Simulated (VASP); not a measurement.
Runs of VASP 6.6.1 on MoSe2. Symmetry: P6_3/mmc, No. 194, hexagonal system. The conventional cell has a = 3.322 Å, b = 3.322 Å, c = 14.871 Å, α = 90.00°, β = 90.00°, γ = 120.00°. Mo (site symmetry -6m2) has 6 Se at 2.54 Å as nearest neighbours. Around Se (site symmetry 3m) lie 3 Mo at 2.54 Å. 

| task | cell | gap on the mesh (eV) | pressure (GPa) |
| --- | --- | --- | --- |
| relaxation of shape and atoms at fixed volume | atoms relaxed at fixed volume | 1.42 | 0.0 |
| relaxation of shape and atoms at fixed volume | atoms relaxed at fixed volume from: a relaxed cell with its volume scaled by 0.94 | 1.26 | 0.4 |
| relaxation of shape and atoms at fixed volume | atoms relaxed at fixed volume from: a relaxed cell with its volume scaled by 1.04 | (a) | -0.1 |
| relaxation of shape and atoms at fixed volume | atoms relaxed at fixed volume from: a relaxed cell with its volume scaled by 0.98 | 1.39 | 0.1 |
| relaxation of cell and atoms | relaxed | 1.42 | 0.0 |

Alike in all rows: level PBE; potentials or basis VASP PAW PBE potentials, release 64 (Mo_sv, Se); no spin polarisation; k mesh 9 × 9 × 2; cutoff (eV) 600; smearing gaussian 0.03 eV.

Task: Estimate the missing entries.

Result: (a) 1.43.

Caveats: an odd mesh through Γ misses points on the zone boundary, where band edges often lie; this functional lacks dispersion, which binds the layers, so the pressure and a relaxed spacing across them are unreliable; the relaxation stopped at its first step, so nothing moved (some runs).

A k mesh can miss the band edges, and the runs leave out spin-orbit coupling on Mo, Se.
